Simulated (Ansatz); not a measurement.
**Si: frozen-core PAW against all-electron methods**

```xyz
1
Lattice="2.5324 0.0000 0.0000 0.0000 2.5324 0.0000 0.0000 0.0000 2.5324" Properties=species:S:1:pos:R:3 pbc="T T T"
Si    0.0000    0.0000    0.0000
```

The conventional cell has a = 2.532 Å, b = 2.532 Å, c = 2.532 Å, α = 90.00°, β = 90.00°, γ = 90.00°. Si (atom 1) has 6 Si at 2.53 Å as nearest neighbours.

The cell was built from the sc type and relaxed in the same program, and has space group Pm-3m; it needn't be a known or the stable phase.

Levels of theory: DFT, PBE, PAW with Ansatz's default frozen-core files, scalar-relativistic (Ansatz 0.2.0); DFT, PBE, all-electron PAW with datasets made for the crystal, scalar-relativistic (Ansatz 0.2.0); DFT, PBE, all-electron LAPW, scalar-relativistic (Ansatz 0.2.0).

For PAW: a Γ-centred 14×14×14 k mesh, Fermi–Dirac smearing of 0.03 eV, cutoff 420 eV, no spin polarisation. The crystal-made all-electron datasets (AE datasets) take a cutoff of 180 eV at this cell. LAPW targets a basis error of 0.25 meV/atom. The Ansatz runs share mesh, smearing and spin set-up. Plane-wave (PAW) pressures include the program's estimate of the Pulay term.

Stress and pressure are positive in compression.

Levels count from the Fermi level.

```
                      quantity     PAW  AE datasets    LAPW
                pressure (GPa)    0.00         0.00    0.00
highest filled level at M (eV)  -2.882       -2.882  -2.882
  lowest empty level at M (eV)   1.491        1.495   1.495
highest filled level at X (eV)  -6.519       -6.519  -6.519
  lowest empty level at X (eV)  10.033       10.038  10.038
  lowest empty level at R (eV)   0.529        0.529   0.529
```

PAW's pressure differs from the LAPW value by about 0.01 GPa or less.
